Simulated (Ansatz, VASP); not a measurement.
SnO: VASP beside Ansatz

```
Sn O
1.0
     3.79259    0.00000    0.00000
     0.00000    3.79259    0.00000
     0.00000    0.00000    4.85355
Sn O
2 2
Direct
  0.00000 0.50000 0.23687
  0.50000 0.00000 0.76313
  0.50000 0.50000 0.00000
  0.00000 0.00000 0.00000
```

Change from the starting cell: uniaxial_z strain +2.0%.

Alike in both runs: task single point; functional r2SCAN; k mesh 6 × 6 × 6; occupations fermi-dirac, width 0.02 eV; no spin polarisation.

|  | VASP | Ansatz |
| --- | --- | --- |
| version | VASP 6.6.1 | Ansatz 0.2.0 |
| potentials or method | VASP PAW PBE potentials, release 64 (Sn_d, O) | plane waves, PAW |
| plane-wave cutoff (eV) | 520 | 500 |
| valence electrons in the cell | 40 | 40 |

VASP gave:

| Property | Result |
| --- | --- |
| pressure (GPa) | 1.4 |
| largest component of the traceless stress (GPa) | 0.34 |
| rms of the force components (eV/Å) | 0.054 |

Task: What did Ansatz give for the same quantities?

Result: Pressure (GPa): 0.8; largest component of the traceless stress (GPa): 0.30; rms of the force components (eV/Å): 0.007.

Atom by atom the forces differ by 0.061 eV/Å (rms over components). The functional is the same, so the differences come from potentials, cutoffs and numerics.

Caveats: the PAW data sets were made with another functional, which shifts forces and pressure a little (VASP).
